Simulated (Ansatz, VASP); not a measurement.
## Two plane-wave programs on Sc

```
Sc
1.0
     3.23747    0.00000    0.00000
    -1.61873    2.80373    0.00000
     0.00000    0.00000    4.96514
Sc
2
Direct
  0.33333 0.66667 0.25000
  0.66667 0.33333 0.75000
```

Alike in both runs: functional LDA; k mesh 6 × 6 × 4; occupations gaussian, width 0.1 eV; no spin polarisation.

Ansatz relaxed the structure, and its values are those at the end. VASP's run is a single point on that final structure, the one shown.

```csv
,VASP,Ansatz
version,VASP 6.6.1,Ansatz 0.2.0
potentials or method,"VASP PAW LDA potentials, release 64 (Sc_sv)","scalar-relativistic, plane waves, PAW"
plane-wave cutoff (eV),520,420
valence electrons in the cell,22,22
```

|  | VASP | Ansatz | Ansatz less VASP |
| --- | --- | --- | --- |
| gap on the k mesh at the Fermi level (eV) | none | none | - |
| pressure (GPa) | 0.1 | 0.0 | -0.09 |

A gap of «none» marks a metal or a gap that the smearing closes.

Caveats: the k mesh is coarse (spacing up to 0.37 Å⁻¹), so the values aren't converged.
